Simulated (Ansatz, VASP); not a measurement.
Se: VASP beside Ansatz

```
Se
1.0
     4.48582    0.00000    0.00000
    -2.24291    3.88484    0.00000
     0.00000    0.00000    4.94945
Se
3
Cartesian
  0.9734 0.0000 0.8249
  -0.4867 0.8430 4.1245
  1.7562 3.0418 2.4747
```

Change from the starting cell: equal xx and yy strain of +3 %, crystal datasets.

Alike in both runs: task electric field gradients; functional PBE; k mesh 8 × 8 × 6; occupations fermi-dirac, width 0.03 eV; no spin polarisation.

|  | VASP | Ansatz |
| --- | --- | --- |
| version | VASP 6.6.1 | Ansatz 0.2.0 |
| potentials or method | VASP PAW PBE potentials, release 64 (Se), cutoff 520 eV | all-electron PAW with datasets made for the crystal, scalar-relativistic |

Ansatz gave:

```
gap on the k mesh at the Fermi level (eV)                      : 1.25
pressure (GPa)                                                 : 2.5
largest component of the traceless stress (GPa)                : 1.08
rms of the force components (eV/Å)                             : 0.297
Vzz of the field gradient on the site that differs most (V/Å²) : -535.8
```

What did VASP give for the same quantities?

gap on the k mesh at the Fermi level (eV): 1.23; pressure (GPa): 2.6; largest component of the traceless stress (GPa): 1.13; rms of the force components (eV/Å): 0.320; Vzz of the field gradient on the site that differs most (V/Å²): -514.0.

Atom by atom the forces differ by 0.024 eV/Å (rms over components). Ansatz ran all-electron here, so the differences hold the error of VASP's frozen core and of both bases.

A k mesh can miss the band edges.
